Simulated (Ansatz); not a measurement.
**Na under changes of volume**

One of the cells (39.256 Å³/atom); the others are scaled copies at fixed shape and fractional positions:

```xyz
1
Lattice="3.7083 0.0000 0.0000 -1.2361 3.4962 0.0000 -1.2361 -1.7481 3.0278" Properties=species:S:1:pos:R:3 pbc="T T T"
Na    0.0000    0.0000    0.0000
```

```yaml
Program: Ansatz 0.2.0
Functional: PBE
Potentials_or_basis: all-electron LAPW, scalar-relativistic
Cutoff: 75 eV (chosen from the basis error)
Basis_error_allowed: 0.001 eV/atom
k_mesh: 9 × 9 × 9
Occupations: methfessel-paxton, width 0.1 eV
Spin: no spin polarisation
```

```csv
volume (Å³/atom),energy over the lowest point (meV/atom),pressure (GPa)
36.901,0.00,0.0
37.686,0.36,-0.2
38.471,1.47,-0.3
39.256,3.25,-0.4
40.041,5.63,-0.5
40.827,8.55,-0.6
41.612,?,?
```

Problem. What does the run at 41.612 Å³/atom give?

Solution. Energy over the lowest point 12.00 meV/atom; pressure -0.7 GPa.

Worked out: A Birch-Murnaghan fit of order 3 (a polynomial in V^(-2/3)) to the other rows has its minimum at 36.94 Å³/atom with B0 = V·E''(V) = 8.0 GPa and B' = 4.3. It gives 11.95 meV/atom at 41.612 Å³/atom, against the run's 12.00, and -dE/dV = -0.7 GPa, against -0.7.

Energies are extrapolated to zero smearing.
